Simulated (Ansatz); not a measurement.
# Bi: frozen-core PAW against all-electron methods

```yaml
crystal:
  lattice:
    - [4.53900, 0.00000, 0.00000]
    - [-2.26950, 3.93089, 0.00000]
    - [0.00000, 0.00000, 11.82900]
  atoms:
    - { symbol: Bi, position: [0.33333, 0.66667, 0.25000] }
    - { symbol: Bi, position: [0.66667, 0.33333, 0.75000] }
```

Atoms are numbered in the order listed.

The geometry is COD entry 9011614, unchecked; take it as a test cell.

Spin–orbit coupling is left out, though it moves levels of the heavy atoms by tenths of an eV or more.

Levels of theory: DFT, PBE, PAW with Ansatz's default frozen-core files, scalar-relativistic (Ansatz 0.2.0); DFT, PBE, all-electron LAPW, scalar-relativistic (Ansatz 0.2.0).

For PAW: a Γ-centred 9×9×3 k mesh, Fermi–Dirac smearing of 0.03 eV, cutoff 420 eV, no spin polarisation. LAPW targets a basis error of 0.5 meV/atom. The Ansatz runs share mesh, smearing and spin set-up. Plane-wave (PAW) pressures include the program's estimate of the Pulay term.

Stress and pressure are positive in compression.

Levels count from the Fermi level.

PAW results:

```tsv
quantity	PAW
pressure (GPa)	-3.27
stress xx (GPa)	-4.74
stress zz (GPa)	-0.32
highest filled level at H (eV)	-0.712
lowest empty level at H (eV)	0.250
highest filled level at L (eV)	-1.354
lowest empty level at L (eV)	0.138
highest filled level at Γ (eV)	-0.336
lowest empty level at Γ (eV)	1.430
```

Task: What does all-electron LAPW give for the same quantities?

Result: 
```json
{"quantity": "pressure (GPa)", "LAPW": "-3.27"}
{"quantity": "stress xx (GPa)", "LAPW": "-4.74"}
{"quantity": "stress zz (GPa)", "LAPW": "-0.32"}
{"quantity": "highest filled level at H (eV)", "LAPW": "-0.712"}
{"quantity": "lowest empty level at H (eV)", "LAPW": "0.250"}
{"quantity": "highest filled level at L (eV)", "LAPW": "-1.354"}
{"quantity": "lowest empty level at L (eV)", "LAPW": "0.138"}
{"quantity": "highest filled level at Γ (eV)", "LAPW": "-0.336"}
{"quantity": "lowest empty level at Γ (eV)", "LAPW": "1.430"}
```
